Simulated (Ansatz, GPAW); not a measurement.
# Ballistic transport through a Ag chain with one P atom in line, from relaxation to T(E)

How well does a Ag chain with one P atom in line conduct once its atoms have relaxed, and how much do cheaper levels lose?

Method: Ansatz plane waves; relaxation of the junction with the lead ends held, in the first sound run; inputs show where later runs differ, in GPAW 26.7.0 and Ansatz 0.2.0.

This is a report of a sequence of runs, with most program output left out.

**1. Set-up**

The cell holds 15 atoms: 14 Ag and 1 P. Its edges and angles: a = 9.000 Å, b = 9.000 Å, c = 39.233 Å, α = 90.0°, β = 90.0°, γ = 90.0°. Regions: left lead, 7 atoms (7 Ag); channel, 1 atom (1 P); right lead, 7 atoms (7 Ag). Vacuum lies along a and b. The structure is stacked along c, and the current runs across the ab planes.

**2. Relaxation**

Transmission follows bond lengths closely, so the atoms between the held lead ends are relaxed first, from a slightly shaken start that lets symmetry break.

input.yaml

```yaml
crystal:
  lattice:
    - [9.0, 0.0, 0.0]
    - [0.0, 9.0, 0.0]
    - [0.0, 0.0, 39.2332]
  atoms:
    - { symbol: Ag, position: [0.5, 0.5, 0.0338998603] }
    - { symbol: Ag, position: [0.5, 0.5, 0.101699581] }
    - { symbol: Ag, position: [0.5, 0.5, 0.1694993016] }
    - { symbol: Ag, position: [0.5, 0.5, 0.2372990223] }
    - { symbol: Ag, position: [0.5, 0.5, 0.3050987429] }
    - { symbol: Ag, position: [0.4952304233, 0.4968781743, 0.3731996919] }
    - { symbol: Ag, position: [0.4982530446, 0.501752054, 0.4413155111] }
    - { symbol: P, position: [0.4951882287, 0.5033902126, 0.4995445322] }
    - { symbol: Ag, position: [0.5069802833, 0.5024289631, 0.558889673] }
    - { symbol: Ag, position: [0.500671626, 0.5007165931, 0.6273535053] }
    - { symbol: Ag, position: [0.5, 0.5, 0.6949012571] }
    - { symbol: Ag, position: [0.5, 0.5, 0.7627009777] }
    - { symbol: Ag, position: [0.5, 0.5, 0.8305006984] }
    - { symbol: Ag, position: [0.5, 0.5, 0.898300419] }
    - { symbol: Ag, position: [0.5, 0.5, 0.9661001397] }
kpoints:
  mp_grid: { grid: [1, 1, 2] }
hamiltonian:
  xc: pbe
scf:
  occupations: { method: fermi_dirac, width: 0.1 }
relax:
  f_tol: 0.03
  max_steps: 80
  constraints: [{ sites: [0, 1, 2, 3, 4, 10, 11, 12, 13, 14] }]
```

The run is started by

```bash
> ansatz run input.yaml --threads 4 --pin off --max-ram 8192MiB --backend cpu --events-out ev --progress --plain --runs-dir out
```

Wall time 3.7 min (4 threads of Intel Xeon Platinum 8259CL at 2.50GHz (Skylake/Cascade Lake), shared host); peak memory 4.5 GiB.

Relaxation path:

| step | energy less that of the first step (eV) | largest force component (eV/Å) |
| --- | --- | --- |
| 1 | 0.0000 | 0.3522 |
| 2 | -0.0051 | 0.1443 |
| 3 | -0.0300 | 0.3776 |
| 4 | -0.0744 | 0.2916 |
| 5 | -0.1018 | 0.1885 |
| 6 | -0.1362 | 0.1599 |
| 7 | -0.1641 | 0.1451 |
| 8 | -0.1885 | 0.1851 |
| 9 | -0.2174 | 0.2672 |
| 10 | -0.2471 | 0.1565 |
| 11 | -0.2614 | 0.0227 |
| 12 | -0.2614 | 0.0226 |
| 13 | -0.2630 | 0.0283 |
| 14 | -0.2636 | 0.0087 |

The atoms that moved most (Å):

| atom | dx | dy | dz | length |
| --- | --- | --- | --- | --- |
| P8 | -0.621 | 0.897 | 0.029 | 1.092 |
| Ag7 | 0.094 | -0.165 | 0.350 | 0.399 |
| Ag9 | 0.017 | -0.178 | -0.341 | 0.385 |
| Ag10 | -0.120 | 0.154 | -0.132 | 0.235 |
| Ag6 | -0.065 | 0.182 | 0.112 | 0.224 |

Final coordinates:

```cif
data_structure
_symmetry_space_group_name_H-M 'P 1'
_symmetry_Int_Tables_number 1
_cell_length_a 9.0000
_cell_length_b 9.0000
_cell_length_c 39.2332
_cell_angle_alpha 90.000
_cell_angle_beta 90.000
_cell_angle_gamma 90.000
_cell_volume 3177.89
loop_
_atom_site_label
_atom_site_type_symbol
_atom_site_fract_x
_atom_site_fract_y
_atom_site_fract_z
_atom_site_occupancy
Ag1 Ag 0.50000 0.50000 0.03390 1
Ag2 Ag 0.50000 0.50000 0.10170 1
Ag3 Ag 0.50000 0.50000 0.16950 1
Ag4 Ag 0.50000 0.50000 0.23730 1
Ag5 Ag 0.50000 0.50000 0.30510 1
Ag6 Ag 0.48801 0.51713 0.37606 1
Ag7 Ag 0.50873 0.48337 0.45024 1
P8 P 0.42615 0.60307 0.50028 1
Ag9 Ag 0.50881 0.48266 0.55021 1
Ag10 Ag 0.48737 0.51778 0.62399 1
Ag11 Ag 0.50000 0.50000 0.69490 1
Ag12 Ag 0.50000 0.50000 0.76270 1
Ag13 Ag 0.50000 0.50000 0.83050 1
Ag14 Ag 0.50000 0.50000 0.89830 1
Ag15 Ag 0.50000 0.50000 0.96610 1
```

Numbers from this step:

```
free energy         : -107002.5710 eV
smearing term TS    : 0.3502 eV
symmetry operations : 1
```

The relaxation lowered the energy of the cell by 0.264 eV.

**3. Plane waves, PBE**

Plane waves give the reference curve, free of the bias of atom-centred orbitals.

This step: Ansatz plane waves; Landauer transmission by layers, zero bias (Ansatz 0.2.0).

input.yaml

```yaml
crystal:
  lattice:
    - [9.0, 0.0, 0.0]
    - [0.0, 9.0, 0.0]
    - [0.0, 0.0, 39.2332]
  atoms:
    - { symbol: Ag, position: [0.5, 0.5, 0.0338998603] }
    - { symbol: Ag, position: [0.5, 0.5, 0.101699581] }
    - { symbol: Ag, position: [0.5, 0.5, 0.1694993016] }
    - { symbol: Ag, position: [0.5, 0.5, 0.2372990223] }
    - { symbol: Ag, position: [0.5, 0.5, 0.3050987429] }
    - { symbol: Ag, position: [0.4880067448, 0.517130218, 0.3760563819] }
    - { symbol: Ag, position: [0.5087329117, 0.4833735206, 0.4502401239] }
    - { symbol: P, position: [0.4261513454, 0.6030719651, 0.5002778783] }
    - { symbol: Ag, position: [0.5088142366, 0.4826569705, 0.550208887] }
    - { symbol: Ag, position: [0.4873718655, 0.5177814227, 0.6239879862] }
    - { symbol: Ag, position: [0.5, 0.5, 0.6949012571] }
    - { symbol: Ag, position: [0.5, 0.5, 0.7627009777] }
    - { symbol: Ag, position: [0.5, 0.5, 0.8305006984] }
    - { symbol: Ag, position: [0.5, 0.5, 0.898300419] }
    - { symbol: Ag, position: [0.5, 0.5, 0.9661001397] }
kpoints:
  mp_grid: { grid: [1, 1, 2] }
hamiltonian:
  xc: pbe
scf:
  occupations: { method: fermi_dirac, width: 0.1 }
output:
  transmission:
    leads: [[0, 1]]
    e_range: [-2, 2]
    de: 0.025
    kmesh: [1, 1]
    reduced_basis: true
  write_potential: true
  write_density: true
  volumetric_format: npy
  elf: true
```

It took 2.8 min on 4 threads; peak memory 4.6 GiB; 7.2 min of CPU time.

This step gave:

```yaml
free_energy: -107002.5712 eV
lead_level: 0 eV from the Fermi level
transmission_at_the_fermi_level_one_spin: 0.3895
open_channels_of_the_lead_at_the_fermi_level_one_spin: 1
step_of_the_potential_along_the_lead: 1.3 meV
offset_of_the_lead: 0 Å
filling_of_the_lead_less_its_bulk_value_in_size: 12.9 meV
conductance: 0.3859 G₀
```

One spin. The transmission, zone mean by energy, zero at the Fermi level:

| energy (eV) | transmission, zone mean |
| --- | --- |
| -2.000 | 0.00157 |
| -1.900 | 3.8e-4 |
| -1.800 | 1.7e-4 |
| -1.700 | 0 |
| -1.600 | 0 |
| -1.500 | 0 |
| -1.400 | 0 |
| -1.300 | 0 |
| -1.200 | 0 |
| -1.100 | 0.00755 |
| -1.000 | 0.200 |
| -0.900 | 0.463 |
| -0.800 | 0.829 |
| -0.725 | 0.997 |
| -0.700 | 0.992 |
| -0.600 | 0.599 |
| -0.500 | 0.0983 |
| -0.400 | 0.00632 |
| -0.300 | 0.111 |
| -0.200 | 0.239 |
| -0.100 | 0.335 |
| 0.000 | 0.389 |
| 0.100 | 0.409 |
| 0.150 | 0.411 |
| 0.200 | 0.410 |
| 0.300 | 0.401 |
| 0.400 | 0.391 |
| 0.500 | 0.381 |
| 0.600 | 0.374 |
| 0.700 | 0.368 |
| 0.800 | 0.362 |
| 0.900 | 0.357 |
| 1.000 | 0.351 |
| 1.100 | 0.344 |
| 1.200 | 0.335 |
| 1.300 | 0.325 |
| 1.400 | 0.314 |
| 1.500 | 0.300 |
| 1.600 | 0.283 |
| 1.700 | 0.263 |
| 1.800 | 0.239 |
| 1.900 | 0.212 |
| 2.000 | 0.182 |

One spin. The open channels, zone mean by energy, zero at the Fermi level:

| energy (eV) | open channels, zone mean |
| --- | --- |
| -2.000 | 3 |
| -1.800 | 1 |
| -1.600 | 0 |
| -1.400 | 0 |
| -1.200 | 0 |
| -1.000 | 1 |
| -0.800 | 1 |
| -0.600 | 1 |
| -0.400 | 1 |
| -0.200 | 1 |
| 0.000 | 1 |
| 0.200 | 1 |
| 0.400 | 1 |
| 0.600 | 1 |
| 0.800 | 1 |
| 1.000 | 1 |
| 1.200 | 1 |
| 1.400 | 1 |
| 1.600 | 1 |
| 1.800 | 1 |
| 2.000 | 1 |

Crystal 0, spin -, k parallel (0, 0); distinct values, listed up to 1.5 1/Å. The Im kz of the slowest decaying states by energy, zero at the Fermi level:

| energy (eV) | decay 1 (Å⁻¹) | decay 2 (Å⁻¹) | decay 3 (Å⁻¹) | decay 4 (Å⁻¹) |
| --- | --- | --- | --- | --- |
| -2.0000 | 0.584 | 0.774 | 1.34 | 1.35 |
| -1.7500 | 0.0451 | 0.220 | 0.220 | 0.494 |
| -1.5000 | 0.250 | 0.313 | 0.383 | 0.974 |
| -1.2500 | 0.230 | 0.352 | 0.373 | 1.04 |
| -1.0000 | 0.416 | 0.430 | 1.09 | 1.09 |
| -0.7500 | 0.448 | 0.448 | 0.496 | 1.14 |
| -0.5000 | 0.472 | 0.553 | 1.18 | 1.18 |
| -0.2500 | 0.489 | 0.602 | 1.15 | 1.19 |
| 0.0000 | 0.500 | 0.646 | 1.12 | 1.17 |
| 0.2500 | 0.506 | 0.684 | 1.09 | 1.15 |
| 0.5000 | 0.507 | 0.718 | 1.05 | 1.12 |
| 0.7500 | 0.503 | 0.748 | 1.02 | 1.10 |
| 1.0000 | 0.494 | 0.775 | 0.987 | 1.08 |
| 1.2500 | 0.481 | 0.799 | 0.952 | 1.06 |
| 1.5000 | 0.463 | 0.821 | 0.915 | 1.03 |
| 1.7500 | 0.438 | 0.841 | 0.877 | 1.01 |
| 2.0000 | 0.407 | 0.837 | 0.858 | 0.979 |

Crystal 0, spin -, k parallel (0, 0). The Re kz of states that move upwards by energy, zero at the Fermi level:

| energy (eV) | channel 1 (Å⁻¹) | channel 2 (Å⁻¹) | channel 3 (Å⁻¹) |
| --- | --- | --- | --- |
| -2.000 | -0.105 | -0.105 | 0.940 |
| -1.900 | 0.996 | - | - |
| -1.800 | 1.08 | - | - |
| -1.700 | - | - | - |
| -1.600 | - | - | - |
| -1.500 | - | - | - |
| -1.400 | - | - | - |
| -1.300 | - | - | - |
| -1.200 | - | - | - |
| -1.100 | 0.0445 | - | - |
| -1.000 | 0.194 | - | - |
| -0.900 | 0.270 | - | - |
| -0.800 | 0.327 | - | - |
| -0.700 | 0.374 | - | - |
| -0.600 | 0.416 | - | - |
| -0.500 | 0.452 | - | - |
| -0.400 | 0.485 | - | - |
| -0.300 | 0.516 | - | - |
| -0.200 | 0.544 | - | - |
| -0.100 | 0.569 | - | - |
| 0.000 | 0.594 | - | - |
| 0.100 | 0.617 | - | - |
| 0.200 | 0.638 | - | - |
| 0.300 | 0.659 | - | - |
| 0.400 | 0.678 | - | - |
| 0.500 | 0.697 | - | - |
| 0.600 | 0.715 | - | - |
| 0.700 | 0.732 | - | - |
| 0.800 | 0.748 | - | - |
| 0.900 | 0.764 | - | - |
| 1.000 | 0.780 | - | - |
| 1.100 | 0.795 | - | - |
| 1.200 | 0.810 | - | - |
| 1.300 | 0.824 | - | - |
| 1.400 | 0.838 | - | - |
| 1.500 | 0.852 | - | - |
| 1.600 | 0.865 | - | - |
| 1.700 | 0.878 | - | - |
| 1.800 | 0.891 | - | - |
| 1.900 | 0.904 | - | - |
| 2.000 | 0.916 | - | - |

The electrostatic potential energy of an electron (with the applied field's), less the Fermi level, planar mean oscillates, so the rows of the table below give means over windows of 2.62 Å about each position, cut where the curve ends. Its maxima inside the range that stand out by 2 % of the span (Å: eV): 2.6: 4.84, 5.4: 4.82, 8.0: 4.84, 10.6: 4.81, 13.4: 4.86, 16.1: 4.78, 18.7: 4.55, 20.5: 4.54, 23.1: 4.78, 25.9: 4.86, 28.6: 4.81, 31.2: 4.84, 33.9: 4.82, 36.6: 4.84. Its first 14 minima: 1.3: 3.55, 3.9: 3.56, 6.7: 3.55, 9.3: 3.55, 11.9: 3.53, 14.8: 3.50, 17.6: 3.52, 19.6: 3.35, 21.7: 3.52, 24.4: 3.50, 27.3: 3.53, 29.9: 3.55, 32.5: 3.55, 35.3: 3.56.

The electrostatic potential energy of an electron (with the applied field's), less the Fermi level, planar mean by z; means over each step:

| z (Å) | electrostatic potential energy of an electron (with the applied field's), less the Fermi level, planar mean (eV) |
| --- | --- |
| 1.31 | 4.21 |
| 3.93 | 4.21 |
| 6.55 | 4.21 |
| 9.17 | 4.21 |
| 11.79 | 4.19 |
| 14.41 | 4.18 |
| 17.03 | 4.19 |
| 19.65 | 4.07 |
| 22.27 | 4.20 |
| 24.89 | 4.18 |
| 27.51 | 4.19 |
| 30.13 | 4.21 |
| 32.75 | 4.21 |
| 35.37 | 4.21 |
| 37.99 | 4.16 |

The valence density, planar mean oscillates, so the rows of the table below give means over windows of 2.76 Å about each position, cut where the curve ends. Its first 14 maxima inside the range that stand out by 2 % of the span (Å: e/Å³): 1.3: 0.235, 3.9: 0.231, 6.7: 0.234, 9.3: 0.235, 11.9: 0.233, 14.8: 0.231, 17.7: 0.233, 19.3: 0.0344, 21.7: 0.232, 24.4: 0.231, 27.3: 0.233, 29.9: 0.235, 32.5: 0.234, 35.3: 0.231. Its minima: 2.6: 0.0113, 5.4: 0.0113, 8.0: 0.0113, 10.6: 0.0112, 13.4: 0.00977, 16.3: 0.00775, 18.7: 0.0288, 20.5: 0.0290, 23.0: 0.00795, 25.9: 0.00979, 28.6: 0.0112, 31.2: 0.0113, 33.9: 0.0113, 36.6: 0.0113.

The valence density, planar mean by z; means over each step:

z (Å), valence density, planar mean (e/Å³) and a bar from the least value:
```
     1.38      0.085 ################
     4.14      0.085 ################
     6.90      0.086 ################
     9.66      0.086 #################
    12.42      0.085 ###############
    15.18      0.084 #############
    17.94      0.091 ##############################
    20.70      0.090 ###########################
    23.46      0.079 
    26.22      0.084 ############
    28.98      0.090 ###########################
    31.74      0.089 ########################
    34.50      0.088 ######################
    37.26      0.087 ####################
```

Valence density in the ca plane at fractional y = 0.500, with atoms of Ag within 0.2 Å of it. It is the smooth field of the valence electrons, not physical close to the nuclei.

Values in e/Å³, 13 rows by 16 columns, each cell a mean:
```
 0  0  0  0  0  0  0  0  0  0  0  0  0  0  0  0
 0  0  0  0  0  0  0  0  0  0  0  0  0  0  0  0
 0  0  0  0  0  0  0  0  0  0  0  0  0  0  0  0
 0  0  0  0  0  0  0  0  0  0  0  0  0  0  0  0
 0  0  0  0  0  0  0  0  0  0  0  0  0  0  0  0
 1  5  1  1  3  0  2  5  0  0  2  5  0  2  2  0
 1 13  2  3 12  1  4 10  1  0  4  9  0  6  9  0
 0  2  0  1  3  0  1  1  0  0  1  1  0  2  3  0
 0  0  0  0  0  0  0  0  0  0  0  0  0  0  0  0
 0  0  0  0  0  0  0  0  0  0  0  0  0  0  0  0
 0  0  0  0  0  0  0  0  0  0  0  0  0  0  0  0
 0  0  0  0  0  0  0  0  0  0  0  0  0  0  0  0
 0  0  0  0  0  0  0  0  0  0  0  0  0  0  0  0
```
Columns run along c (16.0 Å, from fractional 0.27 to 0.68 of the cell), rows up along a (9.0 Å). Atoms in or near the plane, at fractional coordinates: Ag at (0.31, 0.50), Ag at (0.38, 0.49), Ag at (0.45, 0.51), Ag at (0.55, 0.51), Ag at (0.62, 0.49).

Electrostatic potential energy in the ca plane at fractional y = 0.500, with atoms of Ag within 0.2 Å of it. With pseudopotentials it is smooth inside the atoms' cores, unlike the true potential.

Ten even steps from '0' (-37 eV) to '9' (2 eV), each cell a mean:
```
99999999999999999999999999999999999999999999
99999999999999999999999999999999999999999999
99999999999999999999999999999999999999999999
99999999999999999999999999999999999999999999
99999999999999999999999999999999999999999999
99999999999999999999999999999999999999999999
99999999999999999999999999999999999999999999
99999999999999999999999999999999999999999999
99988899999999999988889999999888899999999999
98644589987567899753358999997433689987668999
87300158873114788510026999985100278862114888
85100048850001688400005888883000168840002687
86100048840001688510016877774100278840002687
88521378863113799753358866787433689862114798
99876799987567899987889877788878899986567999
99999999999899999999999988899999999999899999
99999999999999999999999999999999999999999999
99999999999999999999999999999999999999999999
99999999999999999999999999999999999999999999
99999999999999999999999999999999999999999999
99999999999999999999999999999999999999999999
99999999999999999999999999999999999999999999
99999999999999999999999999999999999999999999
99999999999999999999999999999999999999999999
```
Columns run along c (16.0 Å, from fractional 0.27 to 0.68 of the cell; values clipped at the 3rd and 97th percentile), rows up along a (9.0 Å). Atoms in or near the plane, at fractional coordinates: Ag at (0.31, 0.50), Ag at (0.38, 0.49), Ag at (0.45, 0.51), Ag at (0.55, 0.51), Ag at (0.62, 0.49).

ELF in the ca plane at fractional y = 0.500, with atoms of Ag within 0.2 Å of it. It is the smooth field of the valence electrons, not physical close to the nuclei.

Values, 13 rows by 16 columns, each cell a mean:
```
0.00 0.00 0.00 0.01 0.01 0.00 0.00 0.00 0.00 0.00 0.00 0.00 0.00 0.00 0.01 0.00
0.01 0.02 0.02 0.02 0.02 0.01 0.01 0.02 0.01 0.00 0.01 0.01 0.01 0.02 0.02 0.02
0.04 0.06 0.06 0.07 0.07 0.03 0.04 0.07 0.03 0.02 0.06 0.05 0.03 0.05 0.07 0.05
0.10 0.13 0.12 0.13 0.14 0.08 0.09 0.15 0.10 0.06 0.14 0.12 0.07 0.12 0.14 0.12
0.16 0.22 0.17 0.18 0.20 0.14 0.16 0.25 0.18 0.16 0.22 0.22 0.12 0.18 0.19 0.17
0.23 0.52 0.24 0.27 0.44 0.18 0.33 0.52 0.28 0.36 0.37 0.50 0.16 0.34 0.38 0.18
0.28 0.71 0.30 0.38 0.68 0.22 0.41 0.63 0.44 0.62 0.44 0.62 0.19 0.51 0.60 0.19
0.21 0.41 0.22 0.27 0.44 0.18 0.26 0.34 0.56 0.70 0.33 0.34 0.17 0.34 0.39 0.18
0.15 0.18 0.16 0.17 0.19 0.12 0.17 0.21 0.48 0.58 0.28 0.19 0.12 0.17 0.19 0.16
0.08 0.12 0.10 0.12 0.12 0.07 0.07 0.09 0.22 0.29 0.12 0.09 0.05 0.10 0.13 0.10
0.03 0.05 0.04 0.06 0.06 0.02 0.02 0.02 0.06 0.08 0.03 0.02 0.02 0.05 0.07 0.05
0.01 0.01 0.01 0.02 0.02 0.01 0.00 0.00 0.01 0.01 0.00 0.00 0.00 0.01 0.02 0.01
0.00 0.00 0.00 0.01 0.01 0.00 0.00 0.00 0.00 0.00 0.00 0.00 0.00 0.00 0.01 0.00
```
Columns run along c (16.0 Å, from fractional 0.27 to 0.68 of the cell), rows up along a (9.0 Å). Atoms in or near the plane, at fractional coordinates: Ag at (0.31, 0.50), Ag at (0.38, 0.49), Ag at (0.45, 0.51), Ag at (0.55, 0.51), Ag at (0.62, 0.49).

T at the Fermi level is 0.389 of 1 open channels a spin.

[end of part 1 of 3]

[Logs are printed without paths, hosts, clocks, repeated set-up lines and the standing remarks that a program may print on its own settings, such as how far it seeks lower states.]

[Hosts, paths, dates, database ids (printed as entryN), source tags and the programs' standing remarks are cut or masked in the printed files.]
